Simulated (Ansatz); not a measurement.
SiC: how the phase sets the permittivity

Plane-wave DFT in Ansatz, PBE, scalar-relativistic PAW potentials, cutoff 420 eV, no spin-orbit coupling; no spin polarisation. Each structure of SiC was relaxed within its symmetry; other phases aren't compared here. ε∞ and ε0 (at fixed strain) come from linear response and are means of the diagonal.

```csv
space group,atoms in cell,V (Å³/atom),gap on mesh (eV),ε∞,lowest optical mode at Γ (cm⁻¹)
F-43m,2,10.50,1.37,7.00,775
P6_3mc,4,10.50,2.31,7.08,257
```

Q: Order them by energy. Which have a polar axis, which are stable at Γ, and what static permittivity does each have?

A: F-43m 0 meV/atom, no unique polar axis, stable at Γ, ε0 = 10.4; P6_3mc 3 meV/atom, polar space group, stable at Γ, ε0 = 10.6. A polar space group allows a spontaneous polarisation; whether it can be switched wasn't computed. Without a unique polar axis or an inversion centre, and so allowed to be piezoelectric but not ferroelectric: F-43m. The mean ε0 hardly changes. Stability at Γ doesn't rule out soft modes elsewhere in the zone; Kohn–Sham gaps are too small and ε∞ as a rule too large. In thin films and nanowires, surface energy, strain and dopants can hold a phase that lies tens of meV per atom above the lowest. Meshes differ between cells, which leaves about 2 meV/atom open.

Cost: about 10 core-minutes for the runs cited, on Intel Xeon Platinum 8488C (Sapphire Rapids), Intel Xeon Platinum 8259CL (Skylake/Cascade Lake) (shared hosts).